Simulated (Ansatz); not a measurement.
# NbP under changes of volume

One of the cells (16.103 Å³/atom); the others are scaled copies at fixed shape and fractional positions:

```
Nb P
1.0
    -1.67492    1.67492    5.74011
     1.67492   -1.67492    5.74011
     1.67492    1.67492   -5.74011
Nb P
2 2
Direct
  0.24988 0.74988 0.50000
  0.49988 0.49988 0.00000
  0.83275 0.33275 0.50000
  0.08275 0.08275 0.00000
```

The cell is a database's computed one.

```yaml
Program: Ansatz 0.2.0
Functional: PBEsol
Potentials_or_basis: Ansatz PAW
Cutoff: "420 eV (not typed: the program's choice for these potentials)"
k_mesh: 11 × 11 × 11
Occupations: fermi-dirac, width 0.05 eV
Spin: no spin polarisation
```

```tsv
volume (Å³/atom)	energy over the lowest point (meV/atom)	pressure (GPa)	largest force (eV/Å)
15.137	7.65	6.2	0.042
15.459	0.00	1.5	0.033
15.781	1.21	-2.6	0.025
16.103	?	?	?
16.425	26.63	-9.7	0.011
16.747	49.28	-12.7	0.004
17.069	77.64	-15.4	0.001
```

Task: What does the run at 16.103 Å³/atom give?

Result: Energy over the lowest point 10.35 meV/atom; pressure -6.4 GPa; largest force 0.017 eV/Å.

Worked out: A Birch-Murnaghan fit of order 3 (a polynomial in V^(-2/3)) to the other rows has its minimum at 15.57 Å³/atom with B0 = V·E''(V) = 205 GPa and B' = 4.3 at fixed shape and positions, which overstates the stiffness. It gives 10.36 meV/atom at 16.103 Å³/atom, against the run's 10.35, and -dE/dV = -6.4 GPa, against -6.4.

Energies are extrapolated to zero smearing.

Caveats: the PAW data sets come from PBE, with cores solved anew for the run's functional, which leaves a small shift of forces and pressure.
